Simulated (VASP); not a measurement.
These are PBE GGA, VASP's PBE PAW potentials (set 64) (plane waves; VASP 6.6.1) values and carry that method's errors.

A VASP calculation is set up with these files.

KPOINTS:
```
Automatic
0
Gamma
8 8 8
```

INCAR:
```
! general
SYSTEM =CsCl
PREC   =Accurate
ENCUT  =300
LREAL  =.FALSE.   ! projection in real space or not
LASPH  =.TRUE.

! electronic loop
EDIFF  =1E-6   ! SCF stop (eV)
NELM   =100   ! most electronic steps
ALGO   =Normal
LMAXMIX=4

! smearing
ISMEAR =-1   ! Fermi-Dirac
SIGMA  =0.05   ! width (eV)

! functional
GGA    =PE

! ions
ISIF   =2   ! forces and stress, cell fixed

! output
LWAVE  =.FALSE.
LCHARG =.FALSE.
```

**POSCAR**
```
CsCl
1
    4.1200000000     0.0000000000     0.0000000000
    0.0000000000     4.1200000000     0.0000000000
    0.0000000000     0.0000000000     4.1200000000
Cs Cl
1 1
Direct
  0.0000000000   0.0000000000   0.0000000000
  0.5000000000   0.5000000000   0.5000000000
```

POTCAR, in this order: Cs_sv Cl (PBE.64 set). Program: vasp_std.

Output

File OUTCAR:
```
 ion  position               nearest neighbor table
   1  0.000  0.000  0.000-
   2  0.500  0.500  0.500-
  LATTYP: Found a simple cubic cell.
 ALAT       =     4.1200000000
 Subroutine PRICEL returns:
 Original cell was already a primitive cell.
 Subroutine GETGRP returns: Found 48 space group operations
The static configuration has the point symmetry O_h .
The dynamic configuration has the point symmetry O_h .
 Subroutine INISYM returns: Found 48 space group operations
 Subroutine IBZKPT returns following result:
 Found     35 irreducible k-points:

 Following reciprocal coordinates:
            Coordinates               Weight
  0.000000  0.000000  0.000000      1.000000
  0.125000  0.000000  0.000000      6.000000
  0.250000  0.000000  0.000000      6.000000
  0.375000  0.000000  0.000000      6.000000
  0.500000  0.000000  0.000000      3.000000
  0.125000  0.125000  0.000000     12.000000
  0.250000  0.125000  0.000000     24.000000
  0.375000  0.125000  0.000000     24.000000
  0.500000  0.125000  0.000000     12.000000
...
```

File OSZICAR:
```
       N       E                     dE             d eps       ncg     rms          rms(c)
DAV:   1     0.779618961288E+02    0.77962E+02   -0.51523E+03   840   0.765E+02
DAV:   2    -0.198097460885E+01   -0.79943E+02   -0.74159E+02  1360   0.159E+02
DAV:   3    -0.689381151216E+01   -0.49128E+01   -0.48961E+01  1040   0.451E+01
DAV:   4    -0.693852828389E+01   -0.44717E-01   -0.44698E-01   980   0.549E+00
DAV:   5    -0.693916063112E+01   -0.63235E-03   -0.63230E-03  1044   0.606E-01    0.237E+00
DAV:   6    -0.656862085851E+01    0.37054E+00   -0.63668E-01   940   0.460E+00    0.185E+00
DAV:   7    -0.652444700438E+01    0.44174E-01   -0.20822E-01  1136   0.255E+00    0.108E+00
DAV:   8    -0.652538755905E+01   -0.94055E-03   -0.14585E-02  1016   0.913E-01    0.136E-01
DAV:   9    -0.652569961125E+01   -0.31205E-03   -0.36333E-03  1076   0.386E-01    0.116E-01
DAV:  10    -0.652584019976E+01   -0.14059E-03   -0.26727E-04  1000   0.136E-01    0.209E-02
DAV:  11    -0.652585640562E+01   -0.16206E-04   -0.39930E-05  1072   0.438E-02    0.580E-03
DAV:  12    -0.652585589199E+01    0.51364E-06   -0.87235E-06  1012   0.186E-02
   1 F= -.65258559E+01 E0= -.65258559E+01  d E =-.878529E-10
```

OUTCAR:
```
------------------------ aborting loop because EDIFF is reached ----------------------------------------
  FORCE on cell =-STRESS in cart. coord.  units (eV):
  Direction    XX          YY          ZZ          XY          YZ          ZX
  --------------------------------------------------------------------------------------
  Total        0.3961578      0.3961578      0.3961578      0.0000000      0.0000000     -0.0000000
  in kB        9.0758468      9.0758468      9.0758468      0.0000000      0.0000000     -0.0000000
  external PRESSURE =       9.0758468 kB  Pullay stress =       0.0000000 kB
  volume of cell :       69.93
      direct lattice vectors                 reciprocal lattice vectors
     4.120000000  0.000000000  0.000000000     0.242718447  0.000000000  0.000000000
     0.000000000  4.120000000  0.000000000     0.000000000  0.242718447  0.000000000
     0.000000000  0.000000000  4.120000000     0.000000000  0.000000000  0.242718447
 POSITION                                       TOTAL-FORCE (eV/Angst)
 -----------------------------------------------------------------------------------
      0.00000      0.00000      0.00000         0.000000      0.000000      0.000000
      2.06000      2.06000      2.06000         0.000000      0.000000      0.000000
 -----------------------------------------------------------------------------------
    total drift:                                0.000000      0.000000     -0.000000
  FREE ENERGIE OF THE ION-ELECTRON SYSTEM (eV)
  ---------------------------------------------------
  free  energy   TOTEN  =        -6.5258558920 eV

  energy  without entropy=       -6.5258558919  energy(sigma->0) =       -6.52585589
```
(Selected blocks of OUTCAR.)

At this cut-off the stress carries a Pulay error, which pulls relaxed volumes low.

The structure is a typed CsCl crystal (Pm-3m). The cell was not relaxed at this level.
